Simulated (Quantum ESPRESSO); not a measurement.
# Pt (Fm-3m) in Quantum ESPRESSO: a series of runs, part 2 of 3

Quantum ESPRESSO 7.5. Earlier steps stand in the parts before.

### 4 Phonons, PBE

File pw.in:

```
&CONTROL
  calculation = 'scf'
  prefix = 'pwscf'
  outdir = './tmp'
  pseudo_dir = './pseudo'
  tprnfor = .true.
  tstress = .true.
  disk_io = 'low'
/
&SYSTEM
  ibrav = 0
  A = 2.77313137
  nat = 1
  ntyp = 1
  ecutwfc = 45
  ecutrho = 360
  nbnd = 14
  occupations = 'smearing'
  smearing = 'mv'
  degauss = 0.01469973
/
&ELECTRONS
  conv_thr = 2d-10
  electron_maxstep = 120
  mixing_beta = 0.5
/
ATOMIC_SPECIES
Pt   195.0840 pt_pbe_v1.4.uspp.F.UPF
CELL_PARAMETERS alat
   0.0000000000    0.7071067823    0.7071067823
   0.7071067823    0.0000000000    0.7071067823
   0.7071067823    0.7071067823    0.0000000000
ATOMIC_POSITIONS alat
Pt     0.0000000000    0.0000000000    0.0000000000
K_POINTS automatic
12 12 12 0 0 0
```

File relax.in:

```
&CONTROL
  calculation = 'vc-relax'
  prefix = 'pwscf'
  outdir = './tmp'
  pseudo_dir = './pseudo'
  tprnfor = .true.
  tstress = .true.
  disk_io = 'low'
  nstep = 40
  forc_conv_thr = 0.0001
  etot_conv_thr = 1d-06
/
&SYSTEM
  ibrav = 0
  A = 2.77313137
  nat = 1
  ntyp = 1
  ecutwfc = 45
  ecutrho = 360
  nbnd = 14
  occupations = 'smearing'
  smearing = 'mv'
  degauss = 0.01469973
/
&ELECTRONS
  conv_thr = 2d-10
  electron_maxstep = 120
  mixing_beta = 0.5
/
&IONS
  ion_dynamics = 'bfgs'
/
&CELL
  cell_dynamics = 'bfgs'
  press = 0
  press_conv_thr = 0.2
/
ATOMIC_SPECIES
Pt   195.0840 pt_pbe_v1.4.uspp.F.UPF
CELL_PARAMETERS alat
   0.0000000000    0.7071067823    0.7071067823
   0.7071067823    0.0000000000    0.7071067823
   0.7071067823    0.7071067823    0.0000000000
ATOMIC_POSITIONS alat
Pt     0.0000000000    0.0000000000    0.0000000000
K_POINTS automatic
12 12 12 0 0 0
```

File scf2.in:

```
&CONTROL
  calculation = 'scf'
  prefix = 'pwscf'
  outdir = './tmp'
  pseudo_dir = './pseudo'
  tprnfor = .true.
  tstress = .true.
  disk_io = 'low'
/
&SYSTEM
  ibrav = 0
  A = 2.80256611
  nat = 1
  ntyp = 1
  ecutwfc = 45
  ecutrho = 360
  nbnd = 14
  occupations = 'smearing'
  smearing = 'mv'
  degauss = 0.01469973
/
&ELECTRONS
  conv_thr = 1d-13
  electron_maxstep = 120
  mixing_beta = 0.5
  startingpot = 'file'
  startingwfc = 'file'
/
ATOMIC_SPECIES
Pt   195.0840 pt_pbe_v1.4.uspp.F.UPF
CELL_PARAMETERS alat
   0.0000000000    0.7071067809    0.7071067809
   0.7071067809    0.0000000000    0.7071067809
   0.7071067809    0.7071067809    0.0000000000
ATOMIC_POSITIONS alat
Pt     0.0000000000    0.0000000000    0.0000000000
K_POINTS automatic
12 12 12 0 0 0
```

File ph.in:

```
phonons of Pt
&INPUTPH
  prefix = 'pwscf'
  outdir = './tmp'
  tr2_ph = 1d-18
  fildyn = 'dyn'
  niter_ph = 90
  alpha_mix(1) = 0.4
/
0.1767766953 0.7071067812 0.1767766953
```

Potentials or basis: GBRV 1.5 PBE.

On the command line:

```console
$ OMP_NUM_THREADS=1 pw.x -in pw.in > pw.out
$ OMP_NUM_THREADS=1 pw.x -in relax.in > relax.out
$ OMP_NUM_THREADS=1 pw.x -in scf2.in > scf2.out
$ OMP_NUM_THREADS=1 ph.x -in ph.in > ph.out
```

pw.out:

```text
This program is part of the open-source Quantum ESPRESSO suite
     for quantum simulation of materials; please cite
[... 9 lines left out ...]
     --------------------
     sticks:   dense  smooth     PW     G-vecs:    dense   smooth      PW
     Sum         673     349    121                11791     4111     869

     Using Slab Decomposition

     bravais-lattice index     =            0
     lattice parameter (alat)  =       5.2405  a.u.
     unit-cell volume          =     101.7637 (a.u.)^3
     number of atoms/cell      =            1
     number of atomic types    =            1
     number of electrons       =        16.00
     number of Kohn-Sham states=           14
     kinetic-energy cutoff     =      45.0000  Ry
     charge density cutoff     =     360.0000  Ry
     scf convergence threshold =      2.0E-10
     mixing beta               =       0.5000
     number of iterations used =            8  plain     mixing
     Exchange-correlation=  SLA  PW   PBX  PBC
                           (   1   4   3   4   0   0   0)

     celldm(1)=   5.240459  celldm(2)=   0.000000  celldm(3)=   0.000000
     celldm(4)=   0.000000  celldm(5)=   0.000000  celldm(6)=   0.000000

     crystal axes: (cart. coord. in units of alat)
               a(1) = (   0.000000   0.707107   0.707107 )
               a(2) = (   0.707107   0.000000   0.707107 )
               a(3) = (   0.707107   0.707107   0.000000 )

     reciprocal axes: (cart. coord. in units 2 pi/alat)
               b(1) = ( -0.707107  0.707107  0.707107 )
               b(2) = (  0.707107 -0.707107  0.707107 )
               b(3) = (  0.707107  0.707107 -0.707107 )

     PseudoPot. # 1 for Pt read from file:
     pt_pbe_v1.4.uspp.F.UPF
     Pseudo is Ultrasoft + core correction, Zval = 16.0
     Generated by new atomic code, or converted to UPF format
     Using radial grid of  985 points,  6 beta functions with:
                l(1) =   0
                l(2) =   0
                l(3) =   1
                l(4) =   1
                l(5) =   2
                l(6) =   2
     Q(r) pseudized with  8 coefficients,  rinner =    1.300   1.300   1.300
                                                       1.300   1.300

     atomic species   valence    mass     pseudopotential
     Pt               16.00   195.08400     Pt( 1.00)

     48 Sym. Ops., with inversion, found

   Cartesian axes

     site n.     atom                  positions (alat units)
         1        Pt     tau(   1) = (   0.0000000   0.0000000   0.0000000  )

     number of k points=    72  Marzari-Vanderbilt smearing, width (Ry)=  0.0147
                       cart. coord. in units 2pi/alat
        k(    1) = (   0.0000000   0.0000000   0.0000000), wk =   0.0011574
        k(    2) = (   0.0589256   0.0589256  -0.0589256), wk =   0.0092593
        k(    3) = (   0.1178511   0.1178511  -0.1178511), wk =   0.0092593
        k(    4) = (   0.1767767   0.1767767  -0.1767767), wk =   0.0092593
        k(    5) = (   0.2357023   0.2357023  -0.2357023), wk =   0.0092593
        k(    6) = (   0.2946278   0.2946278  -0.2946278), wk =   0.0092593
[... 64 lines left out ...]
        k(   71) = (  -0.7071068   0.2357023   0.0000000), wk =   0.0138889
        k(   72) = (  -0.7071068   0.3535534   0.0000000), wk =   0.0069444

     Dense  grid:    11791 G-vectors     FFT dimensions: (  32,  32,  32)

     Smooth grid:     4111 G-vectors     FFT dimensions: (  24,  24,  24)

     Initial potential from superposition of free atoms

     starting charge      15.5000, renormalised to      16.0000

     negative rho (up, down):  1.880E-01 0.000E+00
     Starting wfcs are   12 randomized atomic wfcs +    2 random wfcs

     Self-consistent Calculation

     iteration #  1     ecut=    45.00 Ry     beta= 0.50
     Davidson diagonalization with overlap
     ethr =  1.00E-02,  avg # of iterations =  4.2

     negative rho (up, down):  1.758E-01 0.000E+00

     total energy              =    -210.53726193 Ry
     estimated scf accuracy    <       0.72972643 Ry

     iteration #  2     ecut=    45.00 Ry     beta= 0.50
     Davidson diagonalization with overlap
     ethr =  4.56E-03,  avg # of iterations =  2.0
[... 51 lines left out ...]
     iteration #  8     ecut=    45.00 Ry     beta= 0.50
     Davidson diagonalization with overlap
     ethr =  2.73E-12,  avg # of iterations =  1.5

     negative rho (up, down):  1.757E-01 0.000E+00

     End of self-consistent calculation

          k = 0.0000 0.0000 0.0000 (   531 PWs)   bands (ev):

   -29.9920 -29.9920 -29.9920  12.3448  18.7890  18.7890  18.7890  20.9490
    20.9490  37.2134  42.1703  42.1703  42.1703  47.5072

          k = 0.0589 0.0589-0.0589 (   531 PWs)   bands (ev):

   -30.0244 -29.9966 -29.9966  12.6246  18.6682  18.8970  18.8970  20.8909
    20.8909  37.6389  40.8480  42.5967  42.5967  48.8861

          k = 0.1179 0.1179-0.1179 (   525 PWs)   bands (ev):
[... 116 lines left out ...]
   -30.3065 -30.1259 -30.0400  15.8359  18.0445  18.7653  19.6779  20.6324
    23.1814  34.3035  38.0777  40.4375  44.1949  45.9191

          k = 0.0000-0.2357 0.2357 (   521 PWs)   bands (ev):

   -30.2258 -30.0874 -30.0214  14.9138  17.9288  19.0932  19.7938  20.0911
    22.1342  36.6671  39.0679  42.3196  42.3404  47.1777

          k = 0.3536 0.0000 0.0000 (   528 PWs)   bands (ev):

   -30.2214 -30.0814 -30.0814  15.1144  17.1988  19.5722  20.4446  20.4446
    21.7188  39.7488  39.7488  40.0826  41.5305  43.5510

          k = 0.4125 0.0589-0.0589 (   519 PWs)   bands (ev):

   -30.2886 -30.1069 -30.1022  15.7272  16.9422  19.3774  20.7242  21.4816
    22.1046  36.8223  38.6120  39.4795  42.3320  43.6941

          k = 0.4714 0.1179-0.1179 (   523 PWs)   bands (ev):
[... 56 lines left out ...]
   -30.4234 -30.1803 -30.1628  15.6639  16.1139  21.8736  22.3003  22.9476
    25.0958  31.5489  34.0387  34.6188  43.0980  45.8556

          k = 0.0000-0.5893 0.5893 (   508 PWs)   bands (ev):

   -30.4036 -30.2209 -30.1532  15.9341  16.4789  20.7960  21.8812  22.7724
    27.3502  29.8003  33.2277  35.5786  43.4600  46.9173

          k =-0.7071 0.0000 0.0000 (   524 PWs)   bands (ev):

   -30.4387 -30.1700 -30.1700  15.4958  15.9538  22.5905  23.0777  23.0777
    24.3527  31.4551  33.9877  33.9877  42.6911  45.9942

          k = 0.2357 0.1179 0.0000 (   520 PWs)   bands (ev):

   -30.1510 -30.0504 -30.0215  14.0693  17.9756  19.3052  19.5578  20.2616
    21.4265  38.4976  39.4362  41.8550  43.5185  46.6800

          k = 0.2946 0.1768-0.0589 (   524 PWs)   bands (ev):

   -30.2436 -30.0817 -30.0363  15.0608  17.8303  19.0152  19.7339  20.6000
    22.0840  36.2722  39.3578  41.5150  42.9554  47.7019

          k = 0.3536 0.2357-0.1179 (   521 PWs)   bands (ev):
[... 6 lines left out ...]
   -30.4083 -30.1185 -30.0721  15.8838  18.3299  19.2620  19.5013  22.2447
    24.2744  30.0550  37.9250  39.4984  42.1361  48.5682

          k =-0.2357-0.3536 0.4714 (   518 PWs)   bands (ev):

   -30.4338 -30.1226 -30.0789  15.8788  18.2248  19.2687  19.9781  22.5018
    25.3824  28.2203  37.6953  39.4566  41.1900  49.8269

          k = 0.3536 0.1179 0.0000 (   519 PWs)   bands (ev):

   -30.2483 -30.0965 -30.0666  15.3816  17.3248  19.0554  20.4403  20.6614
    22.0918  37.3349  39.0256  40.7168  42.1760  45.6636

          k = 0.4125 0.1768-0.0589 (   521 PWs)   bands (ev):

   -30.3189 -30.1323 -30.0839  16.1365  17.3478  18.6325  20.4257  21.5509
    23.1209  34.4393  37.9649  39.2980  43.0452  46.1794

          k =-0.2357-0.4714 0.5893 (   525 PWs)   bands (ev):
[... 56 lines left out ...]
   -30.3929 -30.2171 -30.1586  16.1267  16.6028  20.1986  21.6702  22.8702
    27.0573  30.4154  33.5535  35.2576  44.2499  46.7084

          k =-0.0000-0.4714 0.5893 (   517 PWs)   bands (ev):

   -30.3560 -30.2703 -30.1438  16.4719  17.1583  19.4035  21.0985  22.6167
    28.5876  29.4806  32.5693  36.4245  43.6462  49.0662

          k =-0.7071 0.1179-0.0000 (   508 PWs)   bands (ev):

   -30.4209 -30.1883 -30.1709  15.7664  16.1888  21.4261  22.1831  23.0787
    26.2023  30.7856  33.6740  34.3358  43.9183  45.8909

          k =-0.2357-0.4714 0.7071 (   512 PWs)   bands (ev):

   -30.3452 -30.1880 -30.1019  16.8543  17.2676  18.2401  21.0071  21.5488
    24.5756  33.2710  35.3593  38.3677  44.8424  44.9333

          k =-0.1768-0.4125 0.6482 (   517 PWs)   bands (ev):
[... 16 lines left out ...]
   -30.3418 -30.2704 -30.1584  16.8451  17.4229  18.6323  20.7943  22.8385
    28.6167  30.0244  32.6980  35.3536  45.3137  47.5778

          k = 0.0000-0.3536 0.5893 (   511 PWs)   bands (ev):

   -30.3221 -30.2905 -30.1452  17.1168  17.7881  18.0422  20.6590  22.5926
    27.7669  31.6581  31.7815  36.1860  44.9913  47.0324

          k =-0.7071 0.2357 0.0000 (   508 PWs)   bands (ev):

   -30.3723 -30.2380 -30.1725  16.4434  16.8856  19.5579  21.2039  23.0808
    28.6114  29.9768  32.6417  34.5953  46.0561  46.9884

          k =-0.7071 0.3536 0.0000 (   516 PWs)   bands (ev):

   -30.3054 -30.3054 -30.1734  16.9112  18.0215  18.0215  20.5748  23.0815
    29.7006  30.8697  30.8697  34.6393  47.0835  47.0835

     the Fermi energy is    22.6046 ev

!    total energy              =    -210.69514729 Ry
     estimated scf accuracy    <          9.9E-13 Ry
     smearing contrib. (-TS)   =      -0.00010940 Ry
     internal energy E=F+TS    =    -210.69503789 Ry

     The total energy is F=E-TS. E is the sum of the following terms:
     one-electron contribution =     -19.94783091 Ry
     hartree contribution      =      24.56303131 Ry
     xc contribution           =     -56.93695094 Ry
     ewald contribution        =    -158.37328736 Ry

     convergence has been achieved in   8 iterations

     negative rho (up, down):  1.757E-01 0.000E+00

     Forces acting on atoms (cartesian axes, Ry/au):

     atom    1 type  1   force =     0.00000000    0.00000000    0.00000000

     Total force =     0.000000     Total SCF correction =     0.000000

     Computing stress (Cartesian axis) and pressure

     negative rho (up, down):  1.757E-01 0.000E+00
          total   stress  (Ry/bohr**3)                   (kbar)     P=       89.05
   0.00060535  -0.00000000  -0.00000000           89.05       -0.00       -0.00
  -0.00000000   0.00060535  -0.00000000           -0.00       89.05       -0.00
  -0.00000000  -0.00000000   0.00060535           -0.00       -0.00       89.05

=------------------------------------------------------------------------------=
   JOB DONE.
=------------------------------------------------------------------------------=
```

Wall time 7.3 min (1 thread of Intel Xeon Platinum 8559C (Emerald Rapids), shared host); peak memory 0.11 GiB.

What came out:

| Quantity | Value |
| --- | --- |
| Free energy | -2866.6685 eV |
| Relaxed volume | 15.57 Å³/atom |
| Relaxed cell | a = 2.803 Å, b = 2.803 Å, c = 2.803 Å, α = 60.00°, β = 60.00°, γ = 60.00° |
| Space group after relaxing (to 0.05 Å) | Fm-3m (No. 225) |
| Pressure after relaxing | 0.1 GPa |
| Band gap on the k mesh | none (metal or under the smearing width) |
| Highest phonon frequency at the q point run | 198 cm⁻¹ |

The path:
| step | energy change (eV) | largest force (eV/Å) | pressure (GPa) | volume (Å³) |
| --- | --- | --- | --- | --- |
| 1 | 0.0000 | 0.0000 | 8.90 | 15.08 |
| 2 | -0.0109 | 0.0000 | -3.32 | 15.77 |
| 3 | -0.0130 | 0.0000 | -0.23 | 15.58 |
| 4 | -0.0131 | 0.0000 | 0.01 | 15.57 |

Final structure:
```cif
data_structure
_symmetry_space_group_name_H-M 'P 1'
_symmetry_Int_Tables_number 1
_cell_length_a 2.8026
_cell_length_b 2.8026
_cell_length_c 2.8026
_cell_angle_alpha 60.000
_cell_angle_beta 60.000
_cell_angle_gamma 60.000
_cell_volume 15.57
loop_
_atom_site_label
_atom_site_type_symbol
_atom_site_fract_x
_atom_site_fract_y
_atom_site_fract_z
_atom_site_occupancy
Pt1 Pt 0.00000 0.00000 0.00000 1
```

Levels at points of the mesh, in eV from the Fermi level:
```
             k point  band 5  band 6  band 7  band 8  band 9  band 10  band 11  band 12
  (0.00, 0.00, 0.00)   -3.62   -3.62   -3.62   -1.57   -1.57    14.69    19.47    19.47
 (0.00, 0.00, -0.50)   -3.68   -3.68   -0.38    0.02    0.02     5.58    14.25    18.74
(0.00, -0.50, -0.50)   -6.32   -0.02    0.44    0.44    1.81     8.51    11.28    11.28
```

Phonon frequencies in cm⁻¹ (negative: imaginary):
```
              q point  frequencies
(0.625, 0.250, 0.625)  146 168 198
```

Phonon modes at q = (0.625, 0.250, 0.625) in reciprocal lattice units:
| mode | symmetry | cm⁻¹ |
| --- | --- | --- |
| 1 | B_1 | 146 |
| 2 | A_1 | 168 |
| 3 | B_2 | 198 |

Caveat: the q point doesn't lie on the k mesh, which can shift a metal's frequencies strongly unless the mesh is converged. Spin-orbit coupling is left out, which matters for the levels of Pt.

[end of part 2 of 3]
